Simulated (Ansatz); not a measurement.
**AlAs (F-43m): comparison of norm-conserving and PAW potentials**

Do two kinds of potentials agree on AlAs (F-43m)? The task is a comparison of norm-conserving and PAW potentials, for AlAs (F-43m).

All numbers are computed with the Python package of Ansatz 0.2.0. The levels of theory stand in the script.

## (1) Starting point

Symmetry: F-43m, No. 216, cubic system. Conventional cell: a = 5.661 Å, b = 5.661 Å, c = 5.661 Å, α = 90.00°, β = 90.00°, γ = 90.00°. Al (site symmetry -43m) has 4 As at 2.45 Å as nearest neighbours. As (site symmetry -43m) has 4 Al at 2.45 Å as nearest neighbours.

No structure file is read: the coordinates are typed or built in the script.

## (2) The script

alas.py reads:

```python
# -*- coding: utf-8 -*-
"""Norm-conserving against PAW potentials for AlAs."""

import ansatz as az
import numpy as np
from tabulate import tabulate


def count_gap(report):
    # lowest empty less highest filled band, counting bands; zero where they overlap
    return max(report.get("gap_by_band_count_ev") or 0.0, 0.0)

lattice = az.Lattice.of(
    (0.0, 2.8304, 2.8304),
    (2.8304, 0.0, 2.8304),
    (2.8304, 2.8304, 0.0),
)
sites = [
    ("Al", (0.0, 0.0, 0.0)),
    ("As", (0.25, 0.25, 0.25)),
]
system = az.Crystal(lattice=lattice)
for symbol, position in sites:
    system = system.atom(symbol, position)

calculation = (
    system.calculation()
    .functional("PBE")
    .kpoints(spacing=0.44)
    .occupations("fixed")
    .stress()
    .forces()
    .band_table()
)
variants = {
    "PAW": calculation.pseudopotentials("paw"),
    "norm-conserving": calculation.pseudopotentials("nc"),
}
# totals differ by the cores that each treatment holds, so compare what does not depend on them
rows = []
for label, variant in variants.items():
    report = variant.run(threads=1, backend="cpu").report
    levels = np.array(report["eigenvalues_ev"][0]) - report["fermi_energy_ev"]
    print(label, "levels at the first k-point near E_F:", np.round(levels[np.abs(levels) < 5], 3))
    rows.append((label, report["n_electrons"], np.trace(report["stress_gpa"]) / 3, count_gap(report)))
print(tabulate(rows, headers=["treatment", "electrons in bands", "P GPa", "gap by band count eV"], floatfmt=".4f", tablefmt="simple"))
```

## (3) The run

Command:

```sh
$ python alas.py
```

Output:

```text
DeckWarning: basis.ecutwfc = 420 eV, auto-derived from the records' recommended cutoffs: set by Al (normal level)
PAW levels at the first k-point near E_F: [-0.    -0.     0.     2.052  4.293  4.293  4.293]
DeckWarning: basis.ecutwfc = 1142.878222 eV, auto-derived from the records' recommended cutoffs: set by As (normal level)
norm-conserving levels at the first k-point near E_F: [-0.    -0.     0.     2.041  4.288  4.288  4.288]
treatment          electrons in bands    P GPa    gap by band count eV
---------------  --------------------  -------  ----------------------
PAW                           18.0000   2.6612                  1.6485
norm-conserving               18.0000   2.6693                  1.6455
```

(Warnings from the package without file and line.)

Wall time 3 s (1 thread of Arm Neoverse V2, shared host); peak memory 0.4 GiB.

Lines on the test bed's own set-up are left out of the output.

A comment line of the script is reworded here; the code is as run.

## (4) Run by run

One row for each of the 2 runs:

```csv
run,potentials,energy (eV/atom),pressure (GPa),gap on the mesh (eV),SCF cycles,CPU time (s)
1,paw,-2697.2837,2.66,1.65,6,0.69
2,nc,-1527.2209,2.67,1.65,7,1.8
```

Totals hang on method, basis and potentials, so only like runs compare.

## (5) Outcome

```
              quantity     value
         runs compared         2
difference in pressure  0.01 GPa
     difference in gap  0.003 eV
```

PAW gives 2.661 GPa and norm-conserving 2.669 GPa, 0.008 GPa apart. They took 0.7 and 1.8 s of processor time. Along an axis with an odd division the mesh misses the point at one half; a gap read on a finite mesh is an upper bound on this functional's gap. The computed bands are complete only to about 4.3 eV above the Fermi level. With fixed filling the reported Fermi level is the top filled level among the k-points of the SCF. Levels are Kohn-Sham eigenvalues on this mesh, without spin-orbit coupling. Stress is positive in compression.
